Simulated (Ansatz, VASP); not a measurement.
Zr: VASP beside Ansatz

```
Zr
1.0
    -1.78066    1.78066    1.78066
     1.78066   -1.78066    1.78066
     1.78066    1.78066   -1.78066
Zr
1
Direct
  0.00000 0.00000 0.00000
```

Alike in both runs: task single point; functional RPBE; k mesh 14 × 14 × 14; occupations fermi-dirac, width 0.1 eV; no spin polarisation.

```csv
,VASP,Ansatz
version,VASP 6.6.1,Ansatz 0.2.0
potentials or method,"VASP PAW PBE potentials, release 64 (Zr_sv)","plane waves (420 eV) with PAW, scalar-relativistic"
plane-wave cutoff (eV),520,420
valence electrons in the cell,12,12
```

|  | VASP | Ansatz | Ansatz less VASP |
| --- | --- | --- | --- |
| pressure (GPa) | 3.5 | 3.5 | 0.00 |

Caveats: the PAW data sets were made with another functional, which shifts forces and pressure a little (VASP).
